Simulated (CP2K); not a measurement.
## Au under changes of volume

One of the cells (16.855 Å³/atom); the others are scaled copies at fixed shape and fractional positions:

```
Au
1.0
     2.87792    0.00000    0.00000
     1.43896    2.49236    0.00000
     1.43896    0.83079    2.34982
Au
1
Direct
  0.00000 0.00000 0.00000
```

- Program: CP2K 2026.2
- Functional: LDA
- Potentials or basis: GTH_POTENTIALS Au GTH-PADE-q11; TZVP-MOLOPT-PBE-GTH basis
- Density cutoff: 6803 eV
- k mesh: 11 × 11 × 11
- Occupations: fermi-dirac, width 0.05 eV
- Spin: no spin polarisation

| volume (Å³/atom) | energy over the lowest point (meV/atom) | pressure (GPa) |
| --- | --- | --- |
| 15.843 | ? | ? |
| 16.181 | 29.57 | 11.5 |
| 16.518 | 10.51 | 6.6 |
| 16.855 | 1.04 | 2.4 |
| 17.192 | 0.00 | -1.4 |
| 17.529 | 6.33 | -4.6 |
| 17.866 | 19.12 | -7.5 |

Q: What does the run at 15.843 Å³/atom give?

A: Energy over the lowest point 59.56 meV/atom; pressure 17.0 GPa.

Worked out: A Birch-Murnaghan fit of order 3 (a polynomial in V^(-2/3)) to the other rows has its minimum at 17.07 Å³/atom with B0 = V·E''(V) = 186 GPa and B' = 5.7. It gives 59.69 meV/atom at 15.843 Å³/atom, against the run's 59.56, and -dE/dV = 17.1 GPa, against 17.0.

Energies are extrapolated to zero smearing.

Caveats: with these potentials and basis sets, volumes of gold and of layered tellurides can stand 1.5 % and more from those of plane-wave programs; the basis of atomic orbitals isn't converged, which shifts pressures, moduli and gaps.
